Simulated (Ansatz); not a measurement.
# Preparing GaN (P6_3mc) as a host crystal

Aim: the runs on the perfect crystal GaN (P6_3mc) that a defect calculation needs first.

Method: plane-wave PAW DFT, r2SCAN; relaxation of the host's cell and atoms; PAW set soft_1, in the first sound run; inputs show where later runs differ, in Ansatz 0.2.0.

This is a report of a sequence of runs, with most program output left out.

## Step 1: The starting structure

Symmetry: P6_3mc, No. 186, hexagonal system. The conventional cell has a = 3.189 Å, b = 3.189 Å, c = 5.192 Å, α = 90.00°, β = 90.00°, γ = 120.00°. Nearest to Ga lie 4 N at 1.95 to 1.96 Å. Nearest to N lie 4 Ga at 1.95 to 1.96 Å. Farther neighbours and most contacts between anions are not listed.

## Step 2: Host cell relaxation

Cell and atoms are relaxed together, until forces and stress fall under their thresholds.

Contents of cell/input.yaml:

```yaml
crystal:
  lattice:
    - [3.1889304, 0.0, 0.0]
    - [-1.5944652, 2.7616947, 0.0]
    - [0.0, 0.0, 5.1923572]
  atoms:
    - { symbol: Ga, position: [0.66666667, 0.33333333, 0.49908371] }
    - { symbol: Ga, position: [0.33333333, 0.66666667, 0.99908371] }
    - { symbol: "N", position: [0.66666667, 0.33333333, 0.87591629] }
    - { symbol: "N", position: [0.33333333, 0.66666667, 0.37591629] }
basis:
  ecutwfc: 500
  xc_grid: 2
hamiltonian:
  xc: r2scan
  pseudopotentials: { kind: paw, azcp: { folder: soft_1 } }
kpoints:
  mp_grid: { grid: [10, 10, 6] }
scf:
  occupations: { method: fixed }
  max_iter: 100
relax:
  f_tol: 0.005
  max_steps: 60
  cell: {}
output:
  forces: true
  stress: true
checkpoint:
  write: "../cell.run"
  compress: false
  write_wavefunctions: false
  write_every: 100000
```

Started as:

```console
ansatz run input.yaml --threads 32 --pin off --max-ram 56524MiB --backend cuda --events-out ev --progress --plain --runs-dir out --max-vram 78GiB
```

It took 2.7 s on 1 × NVIDIA GB200 with 32 threads of Arm Neoverse V2, shared host; peak memory 0.97 GiB; 9.8 s of CPU time.

Step by step:

| step | energy less that of the first step (eV) | largest force component (eV/Å) | pressure (GPa) | volume (Å³) |
| --- | --- | --- | --- | --- |
| 1 | 0.0000 | 0.0011 | -1.00 | 45.73 |
| 2 | -0.0007 | 0.0010 | -0.39 | 45.58 |
| 3 | -0.0009 | 0.0005 | 0.00 | 45.49 |
| 4* | -0.0007 | 0.0005 | 0.00 | 45.49 |

Relaxation steps marked * repeat the geometry before them on a plane-wave basis chosen anew for their cell, so energy and pressure can jump there.

| conventional cell, symmetrised | before | after | change |
| --- | --- | --- | --- |
| a (Å) | 3.189 | 3.183 | -0.2 % |
| b (Å) | 3.189 | 3.183 | -0.2 % |
| c (Å) | 5.192 | 5.184 | -0.2 % |
| volume (Å³/atom) | 11.43 | 11.37 | -0.5 % |

The relaxed structure:

```xyz
4
Lattice="3.1833 0.0000 0.0000 -1.5916 2.7568 0.0000 0.0000 0.0000 5.1838" Properties=species:S:1:pos:R:3 pbc="T T T"
Ga    1.5916    0.9189    2.5873
Ga    0.0000    1.8379    5.1792
N     1.5916    0.9189    4.5405
N     0.0000    1.8379    1.9486
```

Numbers from this step:

| Property | Result |
| --- | --- |
| pressure | 0.003683 GPa |

The cell shrank by 0.5 % in volume.

## Step 3: Dielectric tensors of the host

The response to a uniform electric field gives the electronic dielectric tensor.

This step: plane-wave PAW DFPT, PBEsol; dielectric tensors, Born charges and zone-centre modes of the host; PAW set soft_1 (Ansatz 0.2.0).

Contents of eps/input.yaml:

```yaml
crystal:
  lattice:
    - [3.1832726057, 0.0, 0.0]
    - [-1.5916363029, 2.7567949437, 0.0]
    - [0.0, 0.0, 5.1838317307]
  atoms:
    - { symbol: Ga, position: [0.6666666667, 0.3333333333, 0.4991062363] }
    - { symbol: Ga, position: [0.3333333333, 0.6666666667, 0.9991062363] }
    - { symbol: "N", position: [0.6666666667, 0.3333333333, 0.8758937637] }
    - { symbol: "N", position: [0.3333333333, 0.6666666667, 0.3758937637] }
basis:
  ecutwfc: 420
hamiltonian:
  xc: pbesol
  pseudopotentials: { kind: paw, azcp: { folder: soft_1 }, xc_functional: pbe }
kpoints:
  mp_grid: { grid: [9, 9, 5] }
scf:
  occupations: { method: fixed }
  max_iter: 100
phonons:
  method: dfpt
  dielectric: true
  rigid_motions: translations
```

Elapsed: 10 s, on 1 × NVIDIA GB200 with 32 threads; peak memory 2 GiB; 1.9 min of CPU time.

Electronic dielectric tensor:

```
5.83 0.00 0.00
0.00 5.83 0.00
0.00 0.00 6.02
```

Static dielectric tensor:

```
10.10  0.00  0.00
 0.00 10.10  0.00
 0.00  0.00 11.19
```

The principal values of the electronic dielectric tensor are 5.83, 5.83 and 6.02. The principal values of the static dielectric tensor are 10.10, 10.10 and 11.19.

## Step 4: Primitive cell on a dense mesh

A dense mesh gives the host's converged energy, against which the supercell's sampling is tested.

This step: plane-wave PAW DFT, r2SCAN; single point of the host's primitive cell on a dense mesh; PAW set soft_1 (Ansatz 0.2.0).

Contents of dense/input.yaml:

```yaml
crystal:
  lattice:
    - [3.1832726057, 0.0, 0.0]
    - [-1.5916363029, 2.7567949437, 0.0]
    - [0.0, 0.0, 5.1838317307]
  atoms:
    - { symbol: Ga, position: [0.6666666667, 0.3333333333, 0.4991062363] }
    - { symbol: Ga, position: [0.3333333333, 0.6666666667, 0.9991062363] }
    - { symbol: "N", position: [0.6666666667, 0.3333333333, 0.8758937637] }
    - { symbol: "N", position: [0.3333333333, 0.6666666667, 0.3758937637] }
basis:
  ecutwfc: 500
  xc_grid: 2
hamiltonian:
  xc: r2scan
  pseudopotentials: { kind: paw, azcp: { folder: soft_1 } }
kpoints:
  mp_grid: { grid: [10, 10, 6] }
scf:
  occupations: { method: fermi_dirac, width: 0.01 }
  max_iter: 80
```

Wall time 1.8 s (1 × NVIDIA GB200 with 32 threads); peak memory 1 GiB.

## Step 5: Self-consistent run

This step: plane-wave PAW DFT, r2SCAN; single point of the defect-free supercell, a test of its k-points; PAW set soft_1 (Ansatz 0.2.0).

System of this step: GaN (P6_3mc). The cell holds 72 atoms: 36 Ga and 36 N. Cell: a = 9.550 Å, b = 9.550 Å, c = 10.368 Å, α = 90.0°, β = 90.0°, γ = 120.0°.

Contents of pristine.sampling/input.yaml:

```yaml
crystal:
  lattice:
    - [9.5498178172, 0.0, 0.0]
    - [-4.7749089086, 8.2703848312, 0.0]
    - [0.0, 0.0, 10.3676634614]
  atoms:
    - { symbol: Ga, position: [0.2222222222, 0.1111111111, 0.2495531182] }
    - { symbol: Ga, position: [0.1111111111, 0.2222222222, 0.4995531182] }
    - { symbol: "N", position: [0.2222222222, 0.1111111111, 0.4379468818] }
    - { symbol: "N", position: [0.1111111111, 0.2222222222, 0.1879468818] }
    - { symbol: Ga, position: [0.2222222222, 0.1111111111, 0.7495531182] }
    - { symbol: Ga, position: [0.1111111111, 0.2222222222, 0.9995531182] }
    - { symbol: "N", position: [0.2222222222, 0.1111111111, 0.9379468818] }
    - { symbol: "N", position: [0.1111111111, 0.2222222222, 0.6879468818] }
    - { symbol: Ga, position: [0.2222222222, 0.4444444444, 0.2495531182] }
    - { symbol: Ga, position: [0.1111111111, 0.5555555556, 0.4995531182] }
    - { symbol: "N", position: [0.2222222222, 0.4444444444, 0.4379468818] }
    - { symbol: "N", position: [0.1111111111, 0.5555555556, 0.1879468818] }
    - { symbol: Ga, position: [0.2222222222, 0.4444444444, 0.7495531182] }
    - { symbol: Ga, position: [0.1111111111, 0.5555555556, 0.9995531182] }
    - { symbol: "N", position: [0.2222222222, 0.4444444444, 0.9379468818] }
    - { symbol: "N", position: [0.1111111111, 0.5555555556, 0.6879468818] }
    - { symbol: Ga, position: [0.2222222222, 0.7777777778, 0.2495531182] }
    - { symbol: Ga, position: [0.1111111111, 0.8888888889, 0.4995531182] }
    - { symbol: "N", position: [0.2222222222, 0.7777777778, 0.4379468818] }
    - { symbol: "N", position: [0.1111111111, 0.8888888889, 0.1879468818] }
    - { symbol: Ga, position: [0.2222222222, 0.7777777778, 0.7495531182] }
    - { symbol: Ga, position: [0.1111111111, 0.8888888889, 0.9995531182] }
    - { symbol: "N", position: [0.2222222222, 0.7777777778, 0.9379468818] }
    - { symbol: "N", position: [0.1111111111, 0.8888888889, 0.6879468818] }
    - { symbol: Ga, position: [0.5555555556, 0.1111111111, 0.2495531182] }
    - { symbol: Ga, position: [0.4444444444, 0.2222222222, 0.4995531182] }
    - { symbol: "N", position: [0.5555555556, 0.1111111111, 0.4379468818] }
    - { symbol: "N", position: [0.4444444444, 0.2222222222, 0.1879468818] }
    - { symbol: Ga, position: [0.5555555556, 0.1111111111, 0.7495531182] }
    - { symbol: Ga, position: [0.4444444444, 0.2222222222, 0.9995531182] }
    - { symbol: "N", position: [0.5555555556, 0.1111111111, 0.9379468818] }
    - { symbol: "N", position: [0.4444444444, 0.2222222222, 0.6879468818] }
    - { symbol: Ga, position: [0.5555555556, 0.4444444444, 0.2495531182] }
    - { symbol: Ga, position: [0.4444444444, 0.5555555556, 0.4995531182] }
    - { symbol: "N", position: [0.5555555556, 0.4444444444, 0.4379468818] }
    - { symbol: "N", position: [0.4444444444, 0.5555555556, 0.1879468818] }
    - { symbol: Ga, position: [0.5555555556, 0.4444444444, 0.7495531182] }
    - { symbol: Ga, position: [0.4444444444, 0.5555555556, 0.9995531182] }
    - { symbol: "N", position: [0.5555555556, 0.4444444444, 0.9379468818] }
    - { symbol: "N", position: [0.4444444444, 0.5555555556, 0.6879468818] }
    - { symbol: Ga, position: [0.5555555556, 0.7777777778, 0.2495531182] }
    - { symbol: Ga, position: [0.4444444444, 0.8888888889, 0.4995531182] }
    - { symbol: "N", position: [0.5555555556, 0.7777777778, 0.4379468818] }
    - { symbol: "N", position: [0.4444444444, 0.8888888889, 0.1879468818] }
    - { symbol: Ga, position: [0.5555555556, 0.7777777778, 0.7495531182] }
    - { symbol: Ga, position: [0.4444444444, 0.8888888889, 0.9995531182] }
    - { symbol: "N", position: [0.5555555556, 0.7777777778, 0.9379468818] }
    - { symbol: "N", position: [0.4444444444, 0.8888888889, 0.6879468818] }
    - { symbol: Ga, position: [0.8888888889, 0.1111111111, 0.2495531182] }
    - { symbol: Ga, position: [0.7777777778, 0.2222222222, 0.4995531182] }
    - { symbol: "N", position: [0.8888888889, 0.1111111111, 0.4379468818] }
    - { symbol: "N", position: [0.7777777778, 0.2222222222, 0.1879468818] }
    - { symbol: Ga, position: [0.8888888889, 0.1111111111, 0.7495531182] }
    - { symbol: Ga, position: [0.7777777778, 0.2222222222, 0.9995531182] }
    - { symbol: "N", position: [0.8888888889, 0.1111111111, 0.9379468818] }
    - { symbol: "N", position: [0.7777777778, 0.2222222222, 0.6879468818] }
    - { symbol: Ga, position: [0.8888888889, 0.4444444444, 0.2495531182] }
    - { symbol: Ga, position: [0.7777777778, 0.5555555556, 0.4995531182] }
    - { symbol: "N", position: [0.8888888889, 0.4444444444, 0.4379468818] }
    - { symbol: "N", position: [0.7777777778, 0.5555555556, 0.1879468818] }
    - { symbol: Ga, position: [0.8888888889, 0.4444444444, 0.7495531182] }
    - { symbol: Ga, position: [0.7777777778, 0.5555555556, 0.9995531182] }
    - { symbol: "N", position: [0.8888888889, 0.4444444444, 0.9379468818] }
    - { symbol: "N", position: [0.7777777778, 0.5555555556, 0.6879468818] }
    - { symbol: Ga, position: [0.8888888889, 0.7777777778, 0.2495531182] }
    - { symbol: Ga, position: [0.7777777778, 0.8888888889, 0.4995531182] }
    - { symbol: "N", position: [0.8888888889, 0.7777777778, 0.4379468818] }
    - { symbol: "N", position: [0.7777777778, 0.8888888889, 0.1879468818] }
    - { symbol: Ga, position: [0.8888888889, 0.7777777778, 0.7495531182] }
    - { symbol: Ga, position: [0.7777777778, 0.8888888889, 0.9995531182] }
    - { symbol: "N", position: [0.8888888889, 0.7777777778, 0.9379468818] }
    - { symbol: "N", position: [0.7777777778, 0.8888888889, 0.6879468818] }
basis:
  ecutwfc: 500
  xc_grid: 2
hamiltonian:
  xc: r2scan
  pseudopotentials: { kind: paw, azcp: { folder: soft_1 } }
kpoints:
  mp_grid: { grid: [1, 1, 1], shift: [0.25, 0.25, 0.25] }
scf:
  occupations: { method: fermi_dirac, width: 0.01 }
  max_iter: 80
```

It took 1.8 s on 1 × NVIDIA GB200 with 32 threads; peak memory 1.4 GiB; 3.5 s of CPU time.

Numbers from this step:

| Item | Value |
| --- | --- |
| energy over dense mesh | -0.02263 eV/atom |

## Step 6: Defect free supercell relaxed from its symmetric sites

This cell, the one that will hold the defects, is built from the relaxed host. Its coarser k-points can move the atoms a little, so it is relaxed from the symmetric sites, as the reference for the test of stability.

This step: plane-wave PAW DFT, r2SCAN; relaxation of the defect-free supercell from its symmetric sites; PAW set soft_1 (Ansatz 0.2.0).

pristine.symmetric/input.yaml, as its differences from pristine.sampling/input.yaml of step 5:

```diff
@@ -89 +89,12 @@
   max_iter: 80
+output:
+  forces: true
+relax:
+  f_tol: 0.01
+  max_steps: 60
+  escape_saddle: false
+checkpoint:
+  write: "../pristine.symmetric.run"
+  compress: false
+  write_wavefunctions: false
+  write_every: 100000
```

Run time: 3 s. Hardware: 1 × NVIDIA GB200 with 32 threads; peak memory 1.4 GiB; 7.1 s of CPU time.

Hardly anything moved in the relaxation; the energy changed by under 0.2 meV an atom.

## Step 7: Defect free supercell relaxed from displaced atoms

This step: plane-wave PAW DFT, r2SCAN; relaxation of the defect-free supercell from random displacements, a test of the host's stability; PAW set soft_1 (Ansatz 0.2.0).

pristine.rattled/input.yaml, as its differences from pristine.symmetric/input.yaml of step 6:

```diff
@@ -93,6 +93,6 @@
   f_tol: 0.01
-  max_steps: 60
-  escape_saddle: false
+  max_steps: 120
+  random_displacement: { amplitude: 0.08, seed: 3911 }
 checkpoint:
-  write: "../pristine.symmetric.run"
+  write: "../pristine.rattled.run"
   compress: false
```

The job ended after 5.9 s (1 × NVIDIA GB200 with 32 threads; peak memory 1.4 GiB; 17 s of CPU time).

The steps of the relaxation:

| step | energy less that of the first step (eV) | largest force component (eV/Å) |
| --- | --- | --- |
| 1 | 0.0000 | 2.9832 |
| 2 | -3.6559 | 1.4887 |
| 3 | -4.7812 | 0.0210 |
| 4 | -4.7812 | 0.0212 |
| 5 | -4.7806 | 0.0232 |
| 6 | -4.7817 | 0.0072 |

Relaxation step 5 was tried and not accepted.

The relaxation ends 66 meV an atom lower than the displaced start, with a largest force component of 0.0072 eV/Å.

## Step 8: What came out

| Quantity | Value |
| --- | --- |
| primitive cell vectors, lengths | 3.183, 3.183, 5.184 Å |
| electronic dielectric constant | principal values (5.83, 5.83, 6.02) |
| static dielectric constant | principal values (10.10, 10.10, 11.19) |
| gap on the k-mesh of the response run (PBEsol) | 1.88 eV |
| supercell relaxed in its symmetry less the displaced and relaxed one | 0.000 eV |
| energy an atom at one point at (¼, ¼, ¼) less that on the dense mesh | -0.023 eV |

In words: Step 7: The energy fell by 4.782 eV from the randomly displaced start; the atoms end within 0.005 Å of the sites as typed, once the mean shift is taken out. The displaced cell ends within 0.01 eV of the symmetric one relaxed in its symmetry, so no lower structure shows in this supercell. The k-mesh can miss the band edges, so this gap is an upper bound at this level. All at zero temperature.

[Logs are printed without paths, hosts, clocks, repeated set-up lines and the standing remarks that a program may print on its own settings, such as how far it seeks lower states.]

[Hosts, paths, dates, database ids (printed as entryN), source tags and the programs' standing remarks are cut or masked in the printed files.]

[Runs of the host that timed out are not shown.]

[For some hosts the program warned that the k-mesh of the response run may be too coarse for force constants and the static dielectric constant; such warnings are not always shown.]

[The program warned that the k-mesh of a response run behind this text may be too coarse: force constants, and the static dielectric constant and all else formed from them, are not shown converged.]
